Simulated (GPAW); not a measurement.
Runs of GPAW 26.7.0 on CdS (Hawleyite). It takes space group F-43m (No. 216, cubic). Conventional cell: a = 5.833 Å, b = 5.833 Å, c = 5.833 Å, α = 90.00°, β = 90.00°, γ = 90.00°. Cd (site symmetry -43m) has 4 S at 2.53 Å as nearest neighbours. S (site symmetry -43m) is surrounded by 4 Cd at 2.53 Å. 

```tsv
task	level	potentials or basis	spin	cell	k mesh	band path	band points	spin axis theta (degrees)	spin axis phi (degrees)	soc after scf	gap on the mesh (eV)	pressure (GPa)
band structure	PBEsol	PAW data sets generated in the run's folder for this functional, pw	SOC, no magnetisation	as given	6 × 6 × 6	GXWKGLUWLK,UX	80	54.7	45	second variation	0.97	-0.5
band structure	revPBE	the program's PAW data sets (release 1.2.1) made for this functional, pw	off	as given	8 × 8 × 8	GXWKGLUWLK,UX	100	-	-	-	(b)	(c)
band structure	BLYP	PAW data sets generated in the run's folder for this functional, pw	off	as given	8 × 8 × 8	GXWKGLUWLK,UX	60	-	-	-	1.08	5.9
relaxation of cell and atoms	revPBE	the program's PAW data sets (release 1.2.1) made for this functional, pw	off	relaxed to -2 GPa	8 × 8 × 8	-	-	-	-	-	1.01	-2.0
relaxation of cell and atoms	LDA	the program's PAW data sets (release 1.2.1) made for this functional, pw	off	relaxed	8 × 8 × 8	-	-	-	-	-	(a)	0.0
```

Alike in all rows: cutoff (eV) 600; smearing fermi-dirac 0.05 eV.

**Question.** Estimate the missing entries.

**Answer.** (a) 0.93; (b) 1.26; (c) 4.2.

Caveats: later steps reuse the first step's grids (some runs); spin-orbit coupling was added after a scalar SCF, so levels and gaps hold it while energy, forces, pressure and moments don't (some runs); this program's spin-orbit splittings come out too wide for heavy elements (some runs).

A k mesh can miss the band edges, and rows without SOC leave out spin-orbit coupling on Cd.
